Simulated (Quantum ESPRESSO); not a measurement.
A run of Quantum ESPRESSO 7.5 is set up as follows.

The input pw.in:

```
&CONTROL
  calculation = 'scf'
  prefix = 'pwscf'
  outdir = './tmp'
  pseudo_dir = './pseudo'
  tprnfor = .true.
  tstress = .true.
  disk_io = 'low'
/
&SYSTEM
  ibrav = 0
  celldm(1) = 8
  nat = 4
  ntyp = 2
  ecutwfc = 45
  ecutrho = 360
  nbnd = 26
  occupations = 'smearing'
  smearing = 'fd'
  degauss = 0.00367493
/
&ELECTRONS
  conv_thr = 8d-10
  electron_maxstep = 120
  mixing_beta = 0.5
/
ATOMIC_SPECIES
Nb    92.9064 nb_pbesol_v1.uspp.F.UPF
As    74.9216 as_pbesol_v1.uspp.F.UPF
CELL_PARAMETERS alat
 -0.4076729790232   0.4076729790232   1.3795000709768
  0.4076729790232  -0.4076729790232   1.3795000709768
  0.4076729790232   0.4076729790232  -1.3795000709768
ATOMIC_POSITIONS crystal
Nb     0.5000000000    0.0000000000    0.5000000000
Nb     0.7500000000    0.7500000000    0.0000000000
As     0.9160000000    0.4160000000    0.5000000000
As     0.1660000000    0.1660000000    0.0000000000
K_POINTS automatic
11 11 11 0 0 0
```

Contents of pp_density.in:

```
&INPUTPP
  prefix = 'pwscf'
  outdir = './tmp'
  filplot = 'density.dat'
  plot_num = 0
/
&PLOT
  nfile = 1
  filepp(1) = 'density.dat'
  iflag = 3
  output_format = 6
  fileout = 'density.cube'
/
```

pp_potential.in

```
&INPUTPP
  prefix = 'pwscf'
  outdir = './tmp'
  filplot = 'potential.dat'
  plot_num = 11
/
&PLOT
  nfile = 1
  filepp(1) = 'potential.dat'
  iflag = 3
  output_format = 6
  fileout = 'potential.cube'
/
```

Potentials or basis: GBRV 1.5 PBEsol.

The run is started by

```console
$ OMP_NUM_THREADS=1 mpirun -n 2 pw.x -nk 2 -in pw.in > pw.out
$ OMP_NUM_THREADS=1 mpirun -n 1 pp.x -in pp_density.in > pp_density.out
$ OMP_NUM_THREADS=1 mpirun -n 1 pp.x -in pp_potential.in > pp_potential.out
```

**Question.** Predict the band gap on the k mesh.

**Answer.** None (metal or under the smearing width).

**Question.** Estimate the largest force.

**Answer.** 0.290 eV/Å.

**Question.** Estimate the pressure.

**Answer.** -1.9 GPa.

Stress tensor (GPa, compression positive):
```
-2.25  0.00  0.00
 0.00 -2.25  0.00
 0.00  0.00 -1.35
```
